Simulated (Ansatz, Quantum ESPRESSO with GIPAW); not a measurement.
## Solid-state NMR of Al2O3 by GIPAW

Wanted: NMR shieldings and quadrupolar couplings for each site of Al2O3.

Method: DFT, PBEsol, plane-wave PAW (pslibrary 1.0.0 recipes), scalar-relativistic, GIPAW; a patched development version of the program, in Quantum ESPRESSO with GIPAW 8.0dev (patched build).

## Step 1: The starting structure

Symmetry: Pnnm, No. 58, orthorhombic system. The conventional cell has a = 4.614 Å, b = 9.563 Å, c = 3.120 Å, α = 90.00°, β = 90.00°, γ = 90.00°. Nearest to Al lie 4 O at 1.67 to 1.82 Å. Nearest to O lie 2 Al at 1.67 Å. Nearest to O lie 3 Al at 1.81 to 1.82 Å. Farther neighbours and most contacts between anions are not listed.

The cell is a computed entry of the Materials Project; it need not be the form that is stable at ambient conditions.

This structure had its atoms relaxed beforehand (DFT, PBEsol, plane-wave PAW, default files (PAW set soft_2), scalar-relativistic, Ansatz), starting from the database entry, since shieldings follow bond lengths closely.

## Step 2: The SCF step

The shielding is a linear response of the occupied states, which this run provides. It is converged far beyond what an energy needs, since the response uses the wavefunctions themselves. No empty states are asked for: the response is solved without them. The mesh has a spacing of 0.29 Å⁻¹ at most. The PAW files were made with ld1.x from the pslibrary 1.0.0 recipes, with GIPAW reconstruction switched on.

scf.in

```
&control
  calculation = 'scf'
  prefix = 'x'
  outdir = './tmp/'
  pseudo_dir = './'
/
&system
  ibrav = 0
  nat = 10
  ntyp = 2
  ecutwfc = 55
  ecutrho = 330
  nbnd = 24
/
&electrons
  conv_thr = 1.0d-10
  mixing_beta = 0.7
  electron_maxstep = 100
/
ATOMIC_SPECIES
  Al 26.982 Al.pbesol-n-kjpaw_psl.1.0.0-gipaw.UPF
  O 15.999 O.pbesol-n-kjpaw_psl.1.0.0-gipaw.UPF
CELL_PARAMETERS angstrom
  4.61377700 0.00000000 0.00000000
  0.00000000 9.56327900 0.00000000
  0.00000000 0.00000000 3.11986200
ATOMIC_POSITIONS crystal
  Al 1.06378907 0.82771390 0.00000000
  Al -0.06378907 0.17228610 0.00000000
  Al 0.56378907 0.67228610 0.50000000
  Al 0.43621093 0.32771390 0.50000000
  O 0.50000000 0.50000000 0.50000000
  O 0.23160155 0.77204986 0.50000000
  O 0.26839845 0.27204986 0.00000000
  O 0.73160155 0.72795014 0.00000000
  O 0.00000000 0.00000000 0.00000000
  O 0.76839845 0.22795014 0.50000000
K_POINTS automatic
  5 3 7 1 1 1
```

Launch:

```bash
$ mpirun -np 4 pw.x -nk 4 -in scf.in > scf.out
```

Output:

```text
using ibrav=0 with symmetry is DISCOURAGED, use correct ibrav instead

     bravais-lattice index     =            0
     lattice parameter (alat)  =       8.7188  a.u.
     unit-cell volume          =     928.9566 (a.u.)^3
     number of atoms/cell      =           10
     number of atomic types    =            2
     number of electrons       =        48.00
     number of Kohn-Sham states=           24
     kinetic-energy cutoff     =      55.0000  Ry
     charge density cutoff     =     330.0000  Ry
     scf convergence threshold =      1.0E-10
     mixing beta               =       0.7000
     number of iterations used =            8  plain     mixing
     Exchange-correlation= SLA-PW-PSX-PSC
                           (   1   4  10   8   0   0   0)
[...]
Al                3.00    26.98200     Al( 1.00)
     O                 6.00    15.99900     O ( 1.00)

      8 Sym. Ops., with inversion, found ( 4 have fractional translation)
[...]
number of k points=    24
[...]
Dense  grid:    94013 G-vectors     FFT dimensions: (  54, 108,  36)

     Smooth grid:    51147 G-vectors     FFT dimensions: (  48,  90,  30)

     Check: negative core charge=   -0.000002

     Initial potential from superposition of free atoms

     starting charge      47.9912, renormalised to      48.0000
     Starting wfcs are   40 randomized atomic wfcs

     Self-consistent Calculation

     iteration #  1     ecut=    55.00 Ry     beta= 0.70
     Davidson diagonalization with overlap
     ethr =  1.00E-02,  avg # of iterations =  2.0

     total energy              =    -400.38907947 Ry
     estimated scf accuracy    <       3.18843948 Ry

     iteration #  2     ecut=    55.00 Ry     beta= 0.70
     Davidson diagonalization with overlap
     ethr =  6.64E-03,  avg # of iterations =  6.0

     total energy              =    -402.05548983 Ry
     estimated scf accuracy    <       1.30930621 Ry

     iteration #  3     ecut=    55.00 Ry     beta= 0.70
     Davidson diagonalization with overlap
     ethr =  2.73E-03,  avg # of iterations =  2.3

     total energy              =    -402.05214476 Ry
     estimated scf accuracy    <       0.36382319 Ry

[...]
total energy              =    -402.29776371 Ry
[...]
iteration # 35     ecut=    55.00 Ry     beta= 0.70
     Davidson diagonalization with overlap
     ethr =  3.45E-13,  avg # of iterations =  2.2

     total energy              =    -402.29776371 Ry
     estimated scf accuracy    <          1.9E-10 Ry

     iteration # 36     ecut=    55.00 Ry     beta= 0.70
     Davidson diagonalization with overlap
     ethr =  3.45E-13,  avg # of iterations =  1.5

     End of self-consistent calculation
     [one-electron energies left out]

!    total energy              =    -402.29776371 Ry
     total all-electron energy =     -2840.182462 Ry
     estimated scf accuracy    <          7.5E-11 Ry

     The total energy is the sum of the following terms:
     one-electron contribution =    -113.35222886 Ry
     hartree contribution      =      83.57333919 Ry
     xc contribution           =     -55.45044938 Ry
     ewald contribution        =    -127.21499512 Ry
     one-center paw contrib.   =    -189.85342954 Ry

     convergence has been achieved in  36 iterations
[...]
JOB DONE.
```

Elapsed: 94 s, on 4 MPI ranks of Arm Neoverse V2, shared host; peak memory 0.8 GiB.

It converged in 36 cycles to an estimated accuracy of 7e-11 Ry, on 24 irreducible k-points.

## Step 3: Magnetic response

The job finds the current that a weak uniform field induces (applied as a long wave, q_gipaw) and the field that this current makes at each nucleus. On atoms with p or d valence electrons much of the paramagnetic part arises close to the nucleus, where the PAW partial waves rebuild the true states. pawproj makes the reconstruction use the PAW data sets' own projectors.

nmr.in

```
&inputgipaw
  job = 'nmr'
  prefix = 'x'
  tmp_dir = './tmp/'
  restart_mode = 'from_scratch'
  verbosity = 'low'
  q_gipaw = 0.01
  spline_ps = .true.
  conv_threshold = 1.0d-14
  use_nmr_macroscopic_shape = .false.
  pawproj(1) = .true.
  pawproj(2) = .true.
/
```

Launch:

```bash
$ mpirun -np 4 gipaw.x -in nmr.in > nmr.out
```

Output:

```text
[banner, memory and clock lines left out]
[a note of our patched build left out]

     Parallelizing q-star over 1 images

     IMPORTANT: XC functional enforced from input :
     Exchange-correlation= PBESOL
                           (   1   4  10   8   0   0   0)
     Any further DFT definition will be discarded
     Please, verify this is what you really want

     Check: negative core charge=   -0.000002
[...]
alpha_pv=     37.4000 eV

     spline_ps is .false., expect some extrapolation errors

     q-space interpolation up to    66.00 Rydberg

     GIPAW job: nmr
     NMR macroscopic correction: no
[...]
Computing the magnetic susceptibility     isolve=0    ethr=  0.1000E-13
     Starting from scratch
     k-point #    1 of    24      pool #  1    cpu time:       0.9
[...]
End of magnetic susceptibility calculation

     f-sum rule (1st term):
           -45.0693          0.0000          0.0000
             0.0000        -45.0668          0.0000
             0.0000          0.0000        -45.0875

     f-sum rule (2nd term):
            -1.0031          0.0000          0.0000
             0.0000         -1.0057          0.0000
             0.0000          0.0000         -0.9823

     f-sum rule (should be   -46.0700):
           -46.0724          0.0000          0.0000
             0.0000        -46.0725          0.0000
             0.0000          0.0000        -46.0698

[... susceptibilities left out ...]
     Contributions to the NMR chemical shifts: -------------------------------

     Macroscopic shape contribution in ppm:                    0.00
             0.0000          0.0000          0.0000
             0.0000          0.0000          0.0000
             0.0000          0.0000          0.0000

     Core contribution in ppm:

     Atom  1  Al  pos: (  1.063789  1.715657  0.000000)  core sigma:         765.91
     Atom  2  Al  pos: ( -0.063789  0.357109  0.000000)  core sigma:         765.91
     Atom  3  Al  pos: (  0.563789  1.393492  0.338103)  core sigma:         765.91
     Atom  4  Al  pos: (  0.436211  0.679274  0.338103)  core sigma:         765.91
     Atom  5  O   pos: (  0.500000  1.036383  0.338103)  core sigma:         270.50
     Atom  6  O   pos: (  0.231602  1.600279  0.338103)  core sigma:         270.50
     Atom  7  O   pos: (  0.268398  0.563896  0.000000)  core sigma:         270.50
     Atom  8  O   pos: (  0.731602  1.508870  0.000000)  core sigma:         270.50
     Atom  9  O   pos: (  0.000000  0.000000  0.000000)  core sigma:         270.50
     Atom 10  O   pos: (  0.768398  0.472487  0.338103)  core sigma:         270.50

     Bare contribution in ppm:

     Atom  1  Al  pos: (  1.063789  1.715657  0.000000)  bare sigma:         -17.72
[...]
Atom  2  Al  pos: ( -0.063789  0.357109  0.000000)  bare sigma:         -17.72
[...]
Atom  3  Al  pos: (  0.563789  1.393492  0.338103)  bare sigma:         -17.72
[...]
Atom  4  Al  pos: (  0.436211  0.679274  0.338103)  bare sigma:         -17.72
[...]
Atom  5  O   pos: (  0.500000  1.036383  0.338103)  bare sigma:          61.92
[...]
Atom  6  O   pos: (  0.231602  1.600279  0.338103)  bare sigma:          60.12
[...]
Atom  7  O   pos: (  0.268398  0.563896  0.000000)  bare sigma:          60.12
[...]
Atom  8  O   pos: (  0.731602  1.508870  0.000000)  bare sigma:          60.12
[...]
Atom  9  O   pos: (  0.000000  0.000000  0.000000)  bare sigma:          61.92
[...]
Atom 10  O   pos: (  0.768398  0.472487  0.338103)  bare sigma:          60.12
[...]
Diamagnetic contribution in ppm:

     Atom  1  Al  pos: (  1.063789  1.715657  0.000000)  dia sigma:           2.41
[...]
Atom  2  Al  pos: ( -0.063789  0.357109  0.000000)  dia sigma:           2.41
[...]
Atom  3  Al  pos: (  0.563789  1.393492  0.338103)  dia sigma:           2.41
[...]
Atom  4  Al  pos: (  0.436211  0.679274  0.338103)  dia sigma:           2.41
[...]
Atom  5  O   pos: (  0.500000  1.036383  0.338103)  dia sigma:          18.26
[...]
Atom  6  O   pos: (  0.231602  1.600279  0.338103)  dia sigma:          18.19
[...]
Atom  7  O   pos: (  0.268398  0.563896  0.000000)  dia sigma:          18.19
[...]
Atom  8  O   pos: (  0.731602  1.508870  0.000000)  dia sigma:          18.19
[...]
Atom  9  O   pos: (  0.000000  0.000000  0.000000)  dia sigma:          18.26
[...]
Atom 10  O   pos: (  0.768398  0.472487  0.338103)  dia sigma:          18.19
[...]
Paramagnetic contribution in ppm:

     Atom  1  Al  pos: (  1.063789  1.715657  0.000000)  para sigma:        -261.99
[...]
Atom  2  Al  pos: ( -0.063789  0.357109  0.000000)  para sigma:        -261.99
[...]
Atom  3  Al  pos: (  0.563789  1.393492  0.338103)  para sigma:        -261.99
[...]
Atom  4  Al  pos: (  0.436211  0.679274  0.338103)  para sigma:        -261.99
[...]
Atom  5  O   pos: (  0.500000  1.036383  0.338103)  para sigma:          75.71
[...]
Atom  6  O   pos: (  0.231602  1.600279  0.338103)  para sigma:          68.68
[...]
Atom  7  O   pos: (  0.268398  0.563896  0.000000)  para sigma:          68.68
[...]
Atom  8  O   pos: (  0.731602  1.508870  0.000000)  para sigma:          68.68
[...]
Atom  9  O   pos: (  0.000000  0.000000  0.000000)  para sigma:          75.71
[...]
Atom 10  O   pos: (  0.768398  0.472487  0.338103)  para sigma:          68.68
[...]
Paramagnetic US occ-occ contribution in ppm:

     Atom  1  Al  pos: (  1.063789  1.715657  0.000000)  para_oo sigma:          -2.15
[...]
Atom  2  Al  pos: ( -0.063789  0.357109  0.000000)  para_oo sigma:          -2.15
[...]
Atom  3  Al  pos: (  0.563789  1.393492  0.338103)  para_oo sigma:          -2.15
[...]
Atom  4  Al  pos: (  0.436211  0.679274  0.338103)  para_oo sigma:          -2.15
[...]
Atom  5  O   pos: (  0.500000  1.036383  0.338103)  para_oo sigma:          -1.23
[...]
Atom  6  O   pos: (  0.231602  1.600279  0.338103)  para_oo sigma:          -0.91
[...]
Atom  7  O   pos: (  0.268398  0.563896  0.000000)  para_oo sigma:          -0.91
[...]
Atom  8  O   pos: (  0.731602  1.508870  0.000000)  para_oo sigma:          -0.91
[...]
Atom  9  O   pos: (  0.000000  0.000000  0.000000)  para_oo sigma:          -1.23
[...]
Atom 10  O   pos: (  0.768398  0.472487  0.338103)  para_oo sigma:          -0.91
[...]
Paramagnetic US L_R Q_R contribution in ppm:

     Atom  1  Al  pos: (  1.063789  1.715657  0.000000)  para_lq sigma:          -2.37
[...]
Atom  2  Al  pos: ( -0.063789  0.357109  0.000000)  para_lq sigma:          -2.37
[...]
Atom  3  Al  pos: (  0.563789  1.393492  0.338103)  para_lq sigma:          -2.37
[...]
Atom  4  Al  pos: (  0.436211  0.679274  0.338103)  para_lq sigma:          -2.37
[...]
Atom  5  O   pos: (  0.500000  1.036383  0.338103)  para_lq sigma:        -209.18
[...]
Atom  6  O   pos: (  0.231602  1.600279  0.338103)  para_lq sigma:        -206.32
[...]
Atom  7  O   pos: (  0.268398  0.563896  0.000000)  para_lq sigma:        -206.32
[...]
Atom  8  O   pos: (  0.731602  1.508870  0.000000)  para_lq sigma:        -206.32
[...]
Atom  9  O   pos: (  0.000000  0.000000  0.000000)  para_lq sigma:        -209.18
[...]
Atom 10  O   pos: (  0.768398  0.472487  0.338103)  para_lq sigma:        -206.32
[...]
Total NMR chemical shifts in ppm: ---------------------------------------
     (adopting the Simpson convention for anisotropy and asymmetry)-----------

     Atom  1  Al  pos: (  1.063789  1.715657  0.000000)  Total sigma:         484.09
           459.4609        -11.2052         -0.0000
           -14.3766        522.6145         -0.0000
            -0.0000          0.0000        470.1983

     Al      1    anisotropy:     61.52    eta:    0.3226
[...]
Atom  2  Al  pos: ( -0.063789  0.357109  0.000000)  Total sigma:         484.09
[... its tensor is left out ...]
     Atom  3  Al  pos: (  0.563789  1.393492  0.338103)  Total sigma:         484.09
[... its tensor is left out ...]
     Atom  4  Al  pos: (  0.436211  0.679274  0.338103)  Total sigma:         484.09
[... its tensor is left out ...]
     Atom  5  O   pos: (  0.500000  1.036383  0.338103)  Total sigma:         215.98
           176.3277         -0.1600          0.0000
             8.3090        259.0942          0.0000
             0.0000          0.0000        212.5247

     O       5    anisotropy:     64.97    eta:    0.8403
[...]
Atom  6  O   pos: (  0.231602  1.600279  0.338103)  Total sigma:         210.26
           226.3948        -19.1349          0.0000
           -19.5648        187.9377         -0.0000
             0.0000          0.0000        216.4336

     O       6    anisotropy:    -45.55    eta:    0.5931
[...]
Atom  7  O   pos: (  0.268398  0.563896  0.000000)  Total sigma:         210.26
[... its tensor is left out ...]
     Atom  8  O   pos: (  0.731602  1.508870  0.000000)  Total sigma:         210.26
[... its tensor is left out ...]
     Atom  9  O   pos: (  0.000000  0.000000  0.000000)  Total sigma:         215.98
[... its tensor is left out ...]
     Atom 10  O   pos: (  0.768398  0.472487  0.338103)  Total sigma:         210.26
[... its tensor is left out ...]
```

Elapsed: 12 min, on 4 MPI ranks; peak memory 0.46 GiB.

The f-sum rule is met to 0.0025 of 46.1 (0.005 %). Converged shieldings require that this miss be small, but a small miss does not prove them.

From the symmetric part of each tensor, with principal values σ11 ≤ σ22 ≤ σ33: σ_iso is their mean, the span is σ33 − σ11 and the skew 3(σ_iso − σ22)/span. (gipaw.x prints an anisotropy in another convention.)

```
site  atom no.  atoms in cell  σ_iso (ppm)  span (ppm)   skew
  Al         1              4        484.1        68.1   0.61
O(1)         5              2        216.0        83.2   0.12
O(2)         6              4        210.3        54.6  -0.34
```

The macroscopic shape term is switched off. For a spherical sample the valence susceptibility of this run would add about 7 ppm to every site, a rough estimate, since the susceptibility converges slowly and lacks part of the PAW terms. Differences within the crystal don't depend on it, but shieldings of different compounds can't be compared to better than a few ppm without it.

In this run the largest span is that of O(1) (site symmetry 2/m), with principal values 176.1, 212.5 and 259.3 ppm.

How the isotropic values are made up (ppm). The core part is that of the free atom's core; bare is the current of the smooth valence states; the last two are what the PAW spheres add to the diamagnetic and the paramagnetic current:

```
site   core   bare  reconstruction, dia  reconstruction, para
  Al  765.9  -17.7                  2.4                -266.5
O(1)  270.5   61.9                 18.3                -134.7
O(2)  270.5   60.1                 18.2                -138.6
```

(Part 1 of 2 ends here.)

[Banner, clock, file and message-heading lines were taken out of the pw.x and gipaw.x logs.]

[Logs are printed without paths, hosts, clocks, repeated set-up lines and the standing remarks that a program may print on its own settings, such as how far it seeks lower states.]

[Hosts, paths, dates, database ids (printed as entryN), source tags and the programs' standing remarks are cut or masked in the printed files.]

[Where no reference line passes its bar on scatter, no shift is given, so a measured shift of this compound may stand uncompared.]
